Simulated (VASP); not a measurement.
Wanted: the native input for a VASP 6.6.1 run.

```
Task                   : relaxation of shape and atoms at fixed volume
Functional             : PBEsol
Potentials or basis    : VASP PAW PBE potentials, release 64 (Mo_sv, Se)
Cutoff                 : 600 eV
k mesh                 : 9 × 9 × 2
Occupations            : gaussian, width 0.03 eV
Spin                   : no spin polarisation
Further INCAR settings : ALGO = Normal; EDIFF = 1e-07; IBRION = 2; EDIFFG = -0.01; NSW = 40; ISIF = 4
```

The structure of MoSe2 lies in POSCAR:

```
MoSe2                                   
1.0
    3.2925337874      0.0000000000     -0.0000000000
   -1.6462668938      2.8514179027      0.0000000000
    0.0000000000     -0.0000000000     13.2269488661
  Mo              Se            
     2     4
Direct
     0.3333333332999970    0.6666666667000030    0.2500000000000000
     0.6666666667000030    0.3333333332999970    0.7500000000000000
     0.3333333332999970    0.6666666667000030    0.6231807473536600
     0.6666666667000030    0.3333333332999970    0.1231807473536603
     0.3333333332999970    0.6666666667000030    0.8768192526463400
     0.6666666667000030    0.3333333332999970    0.3768192526463398
```

The cell isn't the ideal one: a relaxed cell with its volume scaled by 1.02.

These files were run (other wordings do the same):

INCAR

```
SYSTEM = MoSe2
ALGO = Normal ; EDIFF = 1E-7
EDIFFG = -0.01 ; ENCUT = 600
GGA = PS ; IBRION = 2
ISIF = 4 ; ISMEAR = 0
KPAR = 2 ; LASPH = .TRUE.
LCHARG = .FALSE. ; LREAL = .FALSE.
LWAVE = .FALSE. ; NELM = 80
NSW = 40 ; PREC = Accurate
SIGMA = 0.03
```

KPOINTS

```
k-points
0
G
  9 9 2
  0 0 0
```

Potentials or basis: VASP PAW PBE potentials, release 64 (Mo_sv, Se).

The run is started by

```sh
$ cat potpaw_PBE.64/Mo_sv/POTCAR potpaw_PBE.64/Se/POTCAR > POTCAR
$ mpirun -np 2 vasp_std > vasp.out
```

Results of the run:

```yaml
Energy_gained_by_relaxing: 2.6 meV/atom
Ionic_steps: 5
Pressure_after_relaxing: -0.4 GPa
Largest_force_after_relaxing: 0.005 eV/Å
Band_gap_on_the_k_mesh: 1.07 eV, indirect (least direct gap 1.49 eV)
```

Caveat: the PAW data sets were made with another functional, which shifts forces and pressure a little; an odd mesh through Γ misses points on the zone boundary, where band edges often lie; this functional lacks dispersion, which binds the layers, so the pressure and a relaxed spacing across them are unreliable.

Run time: 2.1 min on 2 MPI ranks on AMD EPYC 9R45 96-Core Processor (Zen 5), with other jobs on the host, peak memory 0.31 GiB a rank.
